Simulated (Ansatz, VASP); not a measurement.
**Bi in VASP and in Ansatz**

```
Bi
1.0
     3.24628    0.00000    0.00000
     0.00000    3.24628    0.00000
     0.00000    0.00000    3.24628
Bi
1
Direct
  0.00000 0.00000 0.00000
```

Alike in both runs: task single point; functional PBE; k mesh 6 × 6 × 6; occupations gaussian, width 0.1 eV; no spin polarisation.

|  | VASP | Ansatz |
| --- | --- | --- |
| version | VASP 6.6.1 | Ansatz 0.2.0 |
| potentials or method | VASP PAW PBE potentials, release 64 (Bi_d) | scalar-relativistic, plane waves, PAW |
| plane-wave cutoff (eV) | 520 | 420 |
| valence electrons in the cell | 15 | 15 |

|  | VASP | Ansatz | Ansatz less VASP |
| --- | --- | --- | --- |
| gap on the k mesh at the Fermi level (eV) | none | none | - |
| pressure (GPa) | 1.5 | 1.6 | +0.07 |

A gap of «none» marks a metal or a gap that the smearing closes.

Caveats: spin-orbit coupling is left out, which moves the levels of the heavy elements.
